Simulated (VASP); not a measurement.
Write the native input for VASP 6.6.1 that does the following.

```
Task                   : relaxation of cell and atoms
Functional             : PBE
Potentials or basis    : VASP PAW PBE potentials, release 64 (Bi, Te)
Cutoff                 : 300 eV
k mesh                 : 4 × 4 × 4
Occupations            : gaussian, width 0.03 eV
Spin                   : no spin polarisation
Further INCAR settings : ALGO = Normal; EDIFF = 1e-06; IBRION = 2; EDIFFG = -0.01; NSW = 90; ISIF = 3
```

The structure of Bi2Te3 (Tellurobismuthite) lies in POSCAR:

```
Bi2Te3
1.0
    2.1930000000      1.2661291403     10.1656666667
   -2.1930000000      1.2661291403     10.1656666667
    0.0000000000     -2.5322582807     10.1656666667
Bi Te
2 3
Direct
    0.4000000000      0.4000000000      0.4000000000
    0.6000000000      0.6000000000      0.6000000000
    0.0000000000      0.0000000000      0.0000000000
    0.2095000000      0.2095000000      0.2095000000
    0.7905000000      0.7905000000      0.7905000000
```

One way to write it, as run:

INCAR

```
PREC     = Accurate       # precision mode
ENCUT    = 300            # plane-wave cutoff, eV
EDIFF    = 1E-6           # SCF threshold, eV
ISMEAR   = 0              # smearing method
SIGMA    = 0.03           # smearing width, eV
LREAL    = F              # projectors in reciprocal space
LASPH    = T              # aspherical terms in the spheres
NELM     = 80             # most SCF steps
ALGO     = Normal         # electronic algorithm
ISIF     = 3              # what is computed and relaxed
LWAVE    = F              # write WAVECAR
LCHARG   = F              # write CHGCAR
GGA      = PE             # functional
IBRION   = 2              # ionic algorithm
NSW      = 90             # ionic steps
EDIFFG   = -0.01          # ionic threshold
```

KPOINTS

```
regular mesh
0
Gamma
  4 4 4
```

Potentials or basis: VASP PAW PBE potentials, release 64 (Bi, Te).

Launch:

```sh
$ cat potpaw_PBE.64/Bi/POTCAR potpaw_PBE.64/Te/POTCAR > POTCAR
$ mpirun -np 1 vasp_std > vasp.out
```

Results of the run:

```yaml
Relaxed_volume: 36.50 Å³/atom
Relaxed_cell: a = 10.966 Å, b = 10.966 Å, c = 10.966 Å, α = 23.39°, β = 23.39°, γ = 23.39°
Space_group_after_relaxing_to_0.05_Å: R-3m (No. 166)
Energy_gained_by_relaxing: 13.5 meV/atom
Ionic_steps: 31
Pressure_after_relaxing: 0.0 GPa
Largest_force_after_relaxing: 0.005 eV/Å
Band_gap_on_the_k_mesh: 0.52 eV, direct
```

Caveat: spin-orbit coupling is left out, which as a rule narrows the gap of such compounds by several tenths of an eV.

It took 25 min on 1 thread of Intel(R) Xeon(R) Platinum 8259CL CPU @ 2.50GHz (Skylake/Cascade Lake), on a shared host, peak memory 0.53 GiB.
